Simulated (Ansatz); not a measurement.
Method: DFT PBE, scalar-relativistic, plane waves, PAW in Ansatz. Settings: cutoff 420 eV, Γ-centred meshes spaced at most about 0.3 Å⁻¹, and about 0.25 Å⁻¹ or finer for metals (2π included), Gaussian smearing. No spin polarisation.

All energies are static (0 K, no zero-point motion).

Compare these two cells of MgTe4, each relaxed at this level.

A.

Space group Pm-3m (No. 221). a = 5.420 Å, b = 5.420 Å, c = 5.420 Å, α = 90.00°, β = 90.00°, γ = 90.00°
```tsv
atom	site	symmetry	x	y	z
Mg	1a	m-3m	0.0000	0.0000	0.0000
Te	3d	4/mm.m	0.5000	0.0000	0.0000
Te	1b	m-3m	0.5000	0.5000	0.5000
```

B.

Space group P-43m (No. 215). a = 5.463 Å, b = 5.463 Å, c = 5.463 Å, α = 90.00°, β = 90.00°, γ = 90.00°
```csv
atom,site,symmetry,x,y,z
Mg,1a,-43m,0.0000,0.0000,0.0000
Te,4e,.3m,0.2937,0.7063,0.7063
```

Question: Which is lower in energy, and by how much?

Answer: B is lower, by 9 meV/atom. A has space group Pm-3m (No. 221), 31.8 Å³/atom and no gap on its mesh; B has space group P-43m (No. 215), 32.6 Å³/atom and no gap. Counting Te atoms around Mg (those within 1.25 times the shortest such distance or 1.15 times the sum of covalent radii, 1.27 where that leaves under three), A has Mg 6 and B has Mg 4. Even the lower one lies +0.28 eV/atom against the reference forms of the elements (uncorrected), so neither is stable at this level. In A, around Mg lie 6 Te at 2.71 Å; Te on a site of symmetry 4/mmm has 2 Mg at 2.71 Å and 12 Te at 3.83 Å; Te on a site of symmetry m-3m is surrounded by 12 Te at 3.83 Å. In B, Mg has 4 Te at 2.78 Å; Te has 1 Mg at 2.78 Å and 3 Te at 3.19 Å. Both come from invented guesses. The lowest form computed isn't among them: it has space group I4/m (No. 87), 37.6 Å³/atom and lies 0.38 eV/atom below the best shown.

For metals, differences of a few meV/atom aren't resolved. These runs have no spin–orbit coupling, which can matter for Te. Cells relaxed within their symmetry can be saddle points. Some candidate types were left out of the draw beforehand, so a known form may be missing.
